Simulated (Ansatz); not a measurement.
## 6-layer honeycomb SiC (AA') in a perpendicular field

What dipole does a perpendicular field induce in the 6-layer honeycomb SiC (AA'), and does the gap follow? A positive field points along +c.

Calculated with Ansatz 0.2.0; plane-wave DFT, PBE-D3(BJ), Ansatz PAW.

## (1) The structure

The cell holds 12 atoms: 6 C and 6 Si. Its edges and angles: a = 3.100 Å, b = 3.100 Å, c = 64.450 Å, α = 90.0°, β = 90.0°, γ = 120.0°. Regions: layer 1: honeycomb SiC, 2 atoms (1 C and 1 Si); layer 2: honeycomb SiC, 2 atoms (1 C and 1 Si); layer 3: honeycomb SiC, 2 atoms (1 C and 1 Si); layer 4: honeycomb SiC, 2 atoms (1 C and 1 Si); layer 5: honeycomb SiC, 2 atoms (1 C and 1 Si); layer 6: honeycomb SiC, 2 atoms (1 C and 1 Si). Vacuum lies along c.

## (2) Relaxation

The starting cell is a guess, so the in-plane lattice and the atoms are relaxed first, with the slab cut off from its images along the normal.

File input.yaml:

```yaml
crystal:
  lattice:
    - [3.1, 0.0, 0.0]
    - [-1.55, 2.6846787517, 0.0]
    - [0.0, 0.0, 64.4499999969]
  atoms:
    - { symbol: C, position: [0.6666666667, 0.3333333333, 0.3700543057] }
    - { symbol: Si, position: [0.3333333333, 0.6666666667, 0.3700543057] }
    - { symbol: C, position: [0.3333333333, 0.6666666667, 0.4220325834] }
    - { symbol: Si, position: [0.6666666667, 0.3333333333, 0.4220325834] }
    - { symbol: C, position: [0.6666666667, 0.3333333333, 0.4740108612] }
    - { symbol: Si, position: [0.3333333333, 0.6666666667, 0.4740108612] }
    - { symbol: C, position: [0.3333333333, 0.6666666667, 0.5259891388] }
    - { symbol: Si, position: [0.6666666667, 0.3333333333, 0.5259891388] }
    - { symbol: C, position: [0.6666666667, 0.3333333333, 0.5779674166] }
    - { symbol: Si, position: [0.3333333333, 0.6666666667, 0.5779674166] }
    - { symbol: C, position: [0.3333333333, 0.6666666667, 0.6299456943] }
    - { symbol: Si, position: [0.6666666667, 0.3333333333, 0.6299456943] }
  periodic: [true, true, false]
kpoints:
  mp_grid: { grid: [12, 12, 1] }
hamiltonian:
  xc: pbe
  dispersion: d3bj
scf:
  occupations: { method: fermi_dirac, width: 0.05 }
  convergence: { dr2_threshold: 1.0e-09 }
relax:
  f_tol: 0.004
  max_steps: 90
  cell: {}
output:
  write_potential: true
  write_density: true
  volumetric_format: npy
```

Command:

```bash
$ ansatz run input.yaml --threads 2 --pin off --max-ram 4096MiB --backend cpu --events-out ev --progress --plain --runs-dir out
```

Numbers of over 12 decimals in the logs are rounded to 6 here.

The log of the run:

```text
Warning: relax.cell: scf.convergence.dr2_threshold = 1e-9 eV is looser than the 1.67700235898e-10 eV advised for a relaxation that steers and ends on the stress (1e-10 eV for each atom of the cell: 12, times the square of relax.cell.stress_2d_tol = 0.05 N/m over 26.7 Å (the atoms' height at the walk's start and 5 Å past either face), 1.869e-2 GPa, over a crystal's default 0.05). What an SCF threshold leaves in a stress goes as its square root, and in the free energy as the threshold itself, and one threshold admits the most on a small cell: [figures from the program's tests cut] Set scf.convergence.dr2_threshold to 1.67700235898e-10 eV or tighter. [rest of the remark cut]
Engine: ansatz 0.2.0, x86_64-unknown-linux-gnu
Pseudopotentials: kind: paw
Pseudopotential: C, paw, valence charge 4, recommended cutoff 420 eV (normal), C.paw.azcp
Pseudopotential: Si, paw, valence charge 4, recommended cutoff 420 eV (normal), Si.paw.azcp
Functional definition: PBE
  parameter kappa = 0.804
  parameter beta = 0.066725
  exchange = pbe_x(kappa = kappa, mu = beta*pi^2/3)
  correlation = pbe_c(beta = beta)
Crystal: 12 atoms, lattice volume = 536.385 Å³
Basis set: ecut = 420 eV, 10427 PW (Γ), exchange–correlation on 48×48×864 points (8 copies of the dense FFT grid, shifted against one another)
Bands: 36, of which v1, the nominal top of the filled ones, is band 24 counted from 1 (23 counted from 0)
Symmetry: 12 space group operations
Space group: P-3m1 (ITA 164), of the structure as read, at distance tolerance 8.1e-5 Å
k-points: 19 of 144
Non-local potential: C, projectors of the file, l = 0: 2, l = 1: 2, l = 2: 1
Non-local potential: Si, projectors of the file, l = 0: 2, l = 1: 2, l = 2: 2
PAW form: soft (Blöchl's): semilocal exchange-correlation on the pseudo side does not see the compensation charge
PAW one-centre angular grid: C, 110 points (default); XC on 64 Gauss nodes
PAW one-centre angular grid: Si, 110 points (default); XC on 64 Gauss nodes
Initial density: superposition of atomic densities (neutral atoms: chi_scale 0, normalization atom), corrected by the library's trained network
Initial wavefunctions: pseudopotential atomic-orbital guess
Functional: x = pbe(κ = 0.804, μ = 0.219515), c = pbe(β = 0.066725)
SCF iter   1: F=—  HF=-5319.809590 eV  |F-HF|=—  |Δ(HF+E_count)|=         —  Δρ=1.70e-3  dr2=2.30e-2  ethr=1.77e-3  ⟨swp⟩=17.1  Hψ=6489  notcnv=0  defer=13
preconditioner: auto → Resta (q_TF=auto, 1.825 Å⁻¹)  ε∞=2.1  [insulator: Δε(μ)=2.022 eV  Ē_g=10.381 eV  σ=0.050 eV  W_gap=1.00  n_scr=36 (ndim 8)  ℏωp=11.1 eV  f_vac=0.670  D(μ)=0.00/eV (n_scr^D=0)  ε∞_Penn≈2.1  vacuum switching on, ρ_ref=7.8e-3 e/Å³]
SCF iter   2: F=—  HF=-5319.808756 eV  |F-HF|=—  |Δ(HF+E_count)|=   8.34e-4  Δρ=7.90e-4  dr2=4.23e-3  ethr=4.79e-5  ⟨swp⟩=3.7  Hψ=1752  notcnv=0  defer=101
SCF iter   3: F=—  HF=-5319.809372 eV  |F-HF|=—  |Δ(HF+E_count)|=   6.16e-4  Δρ=3.66e-4  dr2=1.32e-3  ethr=8.82e-6  ⟨swp⟩=2.9  Hψ=1057  notcnv=0  defer=101
SCF iter   4: F=—  HF=-5319.809703 eV  |F-HF|=—  |Δ(HF+E_count)|=   3.31e-4  Δρ=1.34e-4  dr2=7.01e-4  ethr=2.74e-6  ⟨swp⟩=3.8  Hψ=1323  notcnv=0  defer=101
SCF iter   5: F=—  HF=-5319.809606 eV  |F-HF|=—  |Δ(HF+E_count)|=   9.73e-5  Δρ=3.43e-5  dr2=5.68e-6  ethr=1.46e-6  ⟨swp⟩=2.7  Hψ=928  notcnv=0  defer=101
SCF iter   6: F=—  HF=-5319.809629 eV  |F-HF|=—  |Δ(HF+E_count)|=   2.33e-5  Δρ=1.39e-5  dr2=2.29e-6  ethr=1.18e-8  ⟨swp⟩=3.5  Hψ=1511  notcnv=0  defer=101
SCF iter   7: F=—  HF=-5319.809751 eV  |F-HF|=—  |Δ(HF+E_count)|=   1.22e-4  Δρ=3.64e-6  dr2=1.67e-7  ethr=4.76e-9  ⟨swp⟩=3.1  Hψ=1182  notcnv=0  defer=107
SCF iter   8: F=—  HF=-5319.809751 eV  |F-HF|=—  |Δ(HF+E_count)|=   4.66e-9  Δρ=1.18e-6  dr2=7.14e-9  ethr=3.47e-10  ⟨swp⟩=3.2  Hψ=1308  notcnv=0  defer=107
SCF iter   9: F=-5319.809751 eV  HF=-5319.809751 eV  |F-HF|=3.86e-10  |Δ(HF+E_count)|=   9.71e-9  Δρ=3.81e-7  dr2=9.23e-10  ethr=2.08e-12  ⟨swp⟩=11.9  Hψ=5327  notcnv=0
SCF 1 converged in 9 iterations: F = -5319.809751 eV  dr2 = 9.23e-10
  greatest PAW one-centre occupation: 0.652 electrons in one spin orbital (limit 2), on the C atom at site 6 (counted from 0), in its partial waves of l = 0
relax step   1: F+E_penalty+E_count = -5319.80975132 eV  Δ(F+E_penalty+E_count) = +0.000e0 eV  max|allowed force component| = 2.457e-1 eV/Å  Δτ_max = 0.0000 Å  P = -4.405 N/m  Ω = 536.385 Å³  fix = [c, alpha, beta]  reactions: c -0.000 N/m  (9 SCF iters, accepted)
Crystal: 12 atoms, lattice volume = 534.652 Å³
Basis set: ecut = 420 eV, 10367 PW (Γ), exchange–correlation on 48×48×864 points (8 copies of the dense FFT grid, shifted against one another)
Initial density: handed on by an earlier stage of this run
Initial wavefunctions: those handed on with the density
iter 1 solved again at ethr=1.17e-3 eV; its pass at ethr=3.10e-3 eV (dr2=5.64e-1 eV) is discarded
SCF iter   1: F=—  HF=-5320.038784 eV  |F-HF|=—  |Δ(HF+E_count)|=         —  Δρ=9.38e-3  dr2=5.86e-1  ethr=1.17e-3  ⟨swp⟩=2.3  Hψ=5137  notcnv=0  defer=2
preconditioner: auto → Resta (q_TF=auto, 1.826 Å⁻¹)  ε∞=2.1  [insulator: Δε(μ)=1.980 eV  Ē_g=10.453 eV  σ=0.050 eV  W_gap=1.00  n_scr=36 (ndim 8)  ℏωp=11.1 eV  f_vac=0.680  D(μ)=0.00/eV (n_scr^D=0)  ε∞_Penn≈2.1  vacuum switching on, ρ_ref=7.9e-3 e/Å³]
SCF iter   2: F=—  HF=-5319.891664 eV  |F-HF|=—  |Δ(HF+E_count)|=   1.47e-1  Δρ=3.54e-3  dr2=7.93e-2  ethr=1.17e-3  ⟨swp⟩=3.8  Hψ=1652  notcnv=0  defer=28
SCF iter   3: F=—  HF=-5319.883628 eV  |F-HF|=—  |Δ(HF+E_count)|=   8.04e-3  Δρ=1.64e-3  dr2=1.85e-2  ethr=1.65e-4  ⟨swp⟩=3.6  Hψ=1622  notcnv=0  defer=47
SCF iter   4: F=—  HF=-5319.885297 eV  |F-HF|=—  |Δ(HF+E_count)|=   1.67e-3  Δρ=6.40e-4  dr2=1.28e-2  ethr=3.85e-5  ⟨swp⟩=3.1  Hψ=1355  notcnv=0  defer=65
SCF iter   5: F=—  HF=-5319.883942 eV  |F-HF|=—  |Δ(HF+E_count)|=   1.35e-3  Δρ=2.71e-4  dr2=4.18e-4  ethr=2.66e-5  ⟨swp⟩=2.6  Hψ=1013  notcnv=0  defer=64
SCF iter   6: F=—  HF=-5319.884110 eV  |F-HF|=—  |Δ(HF+E_count)|=   1.68e-4  Δρ=1.15e-4  dr2=1.25e-4  ethr=8.71e-7  ⟨swp⟩=3.1  Hψ=1341  notcnv=0  defer=67
SCF iter   7: F=—  HF=-5319.884098 eV  |F-HF|=—  |Δ(HF+E_count)|=   1.17e-5  Δρ=2.91e-5  dr2=5.56e-6  ethr=2.61e-7  ⟨swp⟩=3.3  Hψ=1178  notcnv=0  defer=67
SCF iter   8: F=—  HF=-5319.884065 eV  |F-HF|=—  |Δ(HF+E_count)|=   3.35e-5  Δρ=1.19e-5  dr2=2.48e-6  ethr=1.16e-8  ⟨swp⟩=3.1  Hψ=1328  notcnv=0  defer=67
SCF iter   9: F=—  HF=-5319.884187 eV  |F-HF|=—  |Δ(HF+E_count)|=   1.22e-4  Δρ=5.16e-6  dr2=4.25e-7  ethr=5.16e-9  ⟨swp⟩=2.5  Hψ=1041  notcnv=0  defer=68
[...]
relax step  22: F+E_penalty+E_count = -5320.65188486 eV  Δ(F+E_penalty+E_count) = -2.113e-4 eV  max|allowed force component| = 2.725e-3 eV/Å  Δτ_max = 0.0051 Å  P = +0.024 N/m  Ω = 549.733 Å³  energy of the carried Pulay correction = -5.132e-3 eV  fix = [c, alpha, beta]  reactions: c +0.000 N/m  (9 SCF iters, accepted)
relax step  23: F+E_penalty+E_count = -5320.65810935 eV  Δ(F+E_penalty+E_count) = -6.224e-3 eV  max|allowed force component| = 2.827e-3 eV/Å  Δτ_max = 0.0000 Å  P = +0.179 N/m  Ω = 549.733 Å³  fix = [c, alpha, beta]  reactions: c +0.000 N/m  stress off target by 1.79e-1 N/m on what of the cell is left free  SCF on the basis re-selected at this cell (its energy is not comparable with the rows above)  (7 SCF iters)
relax step  24: F+E_penalty+E_count = -5320.65805289 eV  Δ(F+E_penalty+E_count) = +5.646e-5 eV  max|allowed force component| = 6.507e-4 eV/Å  Δτ_max = 0.0013 Å  P = +0.003 N/m  Ω = 549.932 Å³  energy of the carried Pulay correction = -7.815e-5 eV  fix = [c, alpha, beta]  reactions: c +0.000 N/m  (7 SCF iters, accepted)
iter 1 solved again at ethr=1.94e-7 eV; its pass at ethr=3.10e-3 eV (dr2=9.29e-5 eV) is discarded
SCF iter   1: F=—  HF=-5320.658135 eV  |F-HF|=—  |Δ(HF+E_count)|=         —  Δρ=2.69e-6  dr2=3.08e-8  ethr=1.94e-7  ⟨swp⟩=6.8  Hψ=11248  notcnv=0  defer=3
eigensolver tolerance schedule: the retry pair's looser diagonalisation over-reported the residual by 3014.71 of it (diagonalisation noise at 0.23 of the residual, at the tolerance the schedule requests for it); recorded, not acted on — ethr = c·dr2/N_el stays at c = 1.0e-1
preconditioner: auto → Resta (q_TF=auto, 1.817 Å⁻¹)  ε∞=1.9  [insulator: Δε(μ)=1.037 eV  Ē_g=11.257 eV  σ=0.050 eV  W_gap=1.00  n_scr=36 (ndim 8)  ℏωp=11.0 eV  f_vac=0.742  D(μ)=0.00/eV (n_scr^D=0)  ε∞_Penn≈1.9  vacuum switching on, ρ_ref=9.2e-3 e/Å³]
SCF iter   2: F=—  HF=-5320.658117 eV  |F-HF|=—  |Δ(HF+E_count)|=   1.74e-5  Δρ=1.69e-6  dr2=5.43e-8  ethr=6.42e-11  ⟨swp⟩=6.2  Hψ=2705  notcnv=0
SCF iter   3: F=—  HF=-5320.658118 eV  |F-HF|=—  |Δ(HF+E_count)|=   6.33e-7  Δρ=1.14e-6  dr2=5.85e-9  ethr=6.42e-11  ⟨swp⟩=2.3  Hψ=870  notcnv=0
SCF iter   4: F=—  HF=-5320.658118 eV  |F-HF|=—  |Δ(HF+E_count)|=   1.70e-7  Δρ=8.32e-7  dr2=3.50e-9  ethr=1.22e-11  ⟨swp⟩=2.9  Hψ=1195  notcnv=0
iter 5 met the thresholds in force, and the SCF goes on: an eigenvalue changes by 1.49 meV, over its tolerance of 1.08 meV (output.eigenvalues, Limitations)
SCF iter   5: F=-5320.658119 eV  HF=-5320.658119 eV  |F-HF|=2.70e-7  |Δ(HF+E_count)|=   1.01e-6  Δρ=3.61e-7  dr2=6.22e-10  ethr=2.08e-12  ⟨swp⟩=21.6  Hψ=7066  notcnv=0
SCF iter   6: F=-5320.658119 eV  HF=-5320.658119 eV  |F-HF|=1.52e-9  |Δ(HF+E_count)|=   2.69e-7  Δρ=8.39e-8  dr2=6.30e-11  ethr=1.30e-12  ⟨swp⟩=13.9  Hψ=5536  notcnv=0
SCF 25 converged in 6 iterations: F = -5320.658119 eV  dr2 = 6.30e-11
relax step  25: F+E_penalty+E_count = -5320.65811936 eV  Δ(F+E_penalty+E_count) = -6.647e-5 eV  max|allowed force component| = 6.593e-4 eV/Å  Δτ_max = 0.0000 Å  P = +0.003 N/m  Ω = 549.932 Å³  fix = [c, alpha, beta]  reactions: c +0.000 N/m  stress off target by 3.24e-3 N/m on what of the cell is left free  SCF on the basis re-selected at this cell (its energy is not comparable with the rows above)  (6 SCF iters)
basis re-selected at this cell: Δ(F+E_penalty+E_count) = -6.647e-5 eV, ΔP = +0.001 N/m vs the last step (what re-selecting the basis moved, of the pressure what is left beyond the Pulay correction that the steps carried, after the strain that the cell walked since its last selection, with what the two solves' SCF thresholds leave and, on support functions, any second-order correction that the steps lacked; it is no m [...]
WARN: The output density's exchange-correlation potential varies sharply where the density is thin. Do not read a vacuum level from v_tot or v_xc, or from such a field of the output density. On a cell that repeats whose density bears no net charge and no dipole along the vacuum's axis use v_es (v_loc + v_h of the components); under efield.dipole_correction with no amplitude use v_es + v_field, which holds any externa [...]
SCF converged after 6 iterations
an eigenvalue changed by more than its tolerance at an iteration that met the thresholds in force, so the SCF went on 1 time: the last check found none over its tolerance
Free energy (F): -5320.658119 eV
Harris-Foulkes:  -5320.658119 eV  (|F-HF|=1.52e-9)
Internal energy: -5320.658115 eV  (E = F + TS)
E sigma→0 (E₀):  -5320.658117 eV
Entropy (-TS):   -0.000004 eV (-0.000 meV/atom)
Fermi energy:    -4.020475 eV
--- Per-component energies (eV) ---
  E_band       = -556.324493
  E_kinetic    = 811.392387
  E_local      = -273425.124042  (includes V_loc(G=0)·N_el)
  E_nonlocal   = 310.308284
  E_hartree    = 136227.294155
  E_xc         = -630.578919
  E_vxc        = -652.810531  (∫ρ·V_xc dr)
  E_paw        = -3671.826055  (= ΣΔE_a)
  E_vpaw       = -54.677753  (= ΣTr[D̂ρ^β])
  E_aug_tail   = 0.000080  (compensation charges beyond the density's cutoff)
  E_ewald      = 135061.010701
  E_disp       = -3.134707  (pairwise vdW)
  E_smearing   = -0.000004  (= −TS)
  E_closure    = 0.000000  (closes the sum)
  Σ components = -5320.658119   (vs F -5320.658119, Δ=0.00e0)
--- Forces (eV/Å), atoms counted from 1 ---
  atom   1  C     -0.00000000     0.00000000     0.00016606
  atom   2  Si     0.00000000    -0.00000000    -0.00030210
  atom   3  C      0.00000000     0.00000000    -0.00023568
  atom   4  Si     0.00000000     0.00000000     0.00065931
  atom   5  C     -0.00000000     0.00000000     0.00053989
  atom   6  Si    -0.00000000    -0.00000000     0.00031852
  atom   7  C     -0.00000000    -0.00000000    -0.00053989
  atom   8  Si     0.00000000     0.00000000    -0.00031852
  atom   9  C      0.00000000    -0.00000000     0.00023568
  atom  10  Si    -0.00000000    -0.00000000    -0.00065931
  atom  11  C      0.00000000    -0.00000000    -0.00016606
  atom  12  Si     0.00000000     0.00000000     0.00030210
  max |Σ_I F_I| component: 1.30e-16 eV/Å
--- 2D stress c σ (N/m, compression-positive) ---
        0.003237       0.000000      -0.000000
       -0.000000       0.003237      -0.000000
       -0.000000      -0.000000       0.000000
  P = ½ c Tr σ = 0.0032 N/m
--- Band table (eV; the first three rows and the last of 19) ---
  k-point 0: bands = [... 20 lower, -6.6240, -6.6240, -6.1215, -4.7342, -1.6427, -1.5553, -0.8882, -0.8479, ... 8 higher]
  k-point 1: bands = [... 20 lower, -6.7693, -6.7061, -5.8876, -4.6406, -1.3261, -1.2601, -0.7267, -0.7008, ... 8 higher]
  k-point 2: bands = [... 20 lower, -7.0189, -6.9401, -5.6127, -4.5814, -1.5199, -1.4211, -0.8498, -0.6089, ... 8 higher]
  k-point 18: bands = [... 20 lower, -7.2572, -7.2572, -5.9646, -5.9646, -1.7530, -1.7530, -1.3773, -0.6834, ... 8 higher]
  the weakly bound empty levels are not read free of the cell's end (no_gap_told)
--- Relaxed structure (23 steps of the walk, 21 accepted, 2 SCFs on fresh bases) ---
  F+E_penalty+E_count = -5320.65811936 eV   max|allowed force component| = 6.593e-4 eV/Å   (the final SCF, on the basis selected at the relaxed cell)
  cell:  # Å, volume = 549.9321 Å³
    - [3.138902, 0, 0]
    - [-1.569451, 2.718369, 0]
    - [0, 0, 64.4499999969]
  atoms:
    - { symbol: C, position: [0.666667, 0.333333, 0.403821] }
    - { symbol: Si, position: [0.333333, 0.666667, 0.406080] }
    - { symbol: C, position: [0.333333, 0.666667, 0.440014] }
    - { symbol: Si, position: [0.666667, 0.333333, 0.438718] }
    - { symbol: C, position: [0.666667, 0.333333, 0.479964] }
    - { symbol: Si, position: [0.333333, 0.666667, 0.480237] }
    - { symbol: C, position: [0.333333, 0.666667, 0.520036] }
    - { symbol: Si, position: [0.666667, 0.333333, 0.519763] }
    - { symbol: C, position: [0.666667, 0.333333, 0.559986] }
    - { symbol: Si, position: [0.333333, 0.666667, 0.561282] }
    - { symbol: C, position: [0.333333, 0.666667, 0.596179] }
    - { symbol: Si, position: [0.666667, 0.333333, 0.593920] }
```

It took 5.7 min on 2 threads of AMD EPYC 7R13 (Zen 3), shared host; peak memory 1 GiB.

The steps of the relaxation (22 of 25):

```csv
step,energy less that of the first step (eV),largest force component (eV/Å),volume (Å³)
1,0.0000,0.2457,536.39
2,-0.0744,0.1393,534.65
3,-0.1534,0.1114,533.32
4,-0.2353,0.1248,534.31
6,-0.4262,0.2396,536.19
7,-0.5020,0.1312,539.80
8,-0.5739,0.1021,540.48
9,-0.6371,0.1994,539.53
10,-0.6985,0.0944,544.44
11,-0.7651,0.1087,539.52
12,-0.8039,0.2157,543.89
14,-0.8302,0.0639,549.18
15,-0.8344,0.1082,548.12
16,-0.8372,0.0995,548.64
17,-0.8305,0.1876,550.78
18,-0.8402,0.0777,549.05
19,-0.8387,0.1103,550.62
20,-0.8421,0.0161,549.64
22,-0.8421,0.0027,549.73
23*,-0.8484,0.0028,549.73
24,-0.8483,0.0007,549.93
25*,-0.8484,0.0007,549.93
```

Relaxation steps marked * repeat the geometry before them on a plane-wave basis chosen anew for their cell, so energy and pressure can jump there. Other such steps can lie between the rows shown. Relaxation steps 17, 19 were tried and not accepted.

The run keeps the 12 symmetry operations that it works with, so distortions that break them were not tested.

| cell as run | before | after | change |
| --- | --- | --- | --- |
| a (Å) | 3.100 | 3.139 | +1.3 % |
| b (Å) | 3.100 | 3.139 | +1.3 % |

The atoms that moved most (Å, along periodic axes as changes of fractional coordinates times the final cell, across vacuum about the mean position):

```
atom     dx     dy      dz  length
 Si2  0.000  0.000   2.322   2.322
Si12  0.000  0.000  -2.322   2.322
  C1  0.000  0.000   2.176   2.176
 C11  0.000  0.000  -2.176   2.176
  C9  0.000  0.000  -1.159   1.159
  C3  0.000  0.000   1.159   1.159
Si10  0.000  0.000  -1.075   1.075
 Si4  0.000  0.000   1.075   1.075
```

The lattice constant a goes from 3.100 to 3.139 Å.

(Part 1 of 2 ends here.)

[Logs are printed without paths, hosts, clocks, repeated set-up lines and the standing remarks that a program may print on its own settings, such as how far it seeks lower states.]

[Hosts, paths, dates, database ids (printed as entryN), source tags and the programs' standing remarks are cut or masked in the printed files.]

[Maps of the electrostatic potential energy from Ansatz leave out the sawtooth potential of an applied field or a dipole correction, so their vacuum need not be flat; planar profiles and work functions include it.]
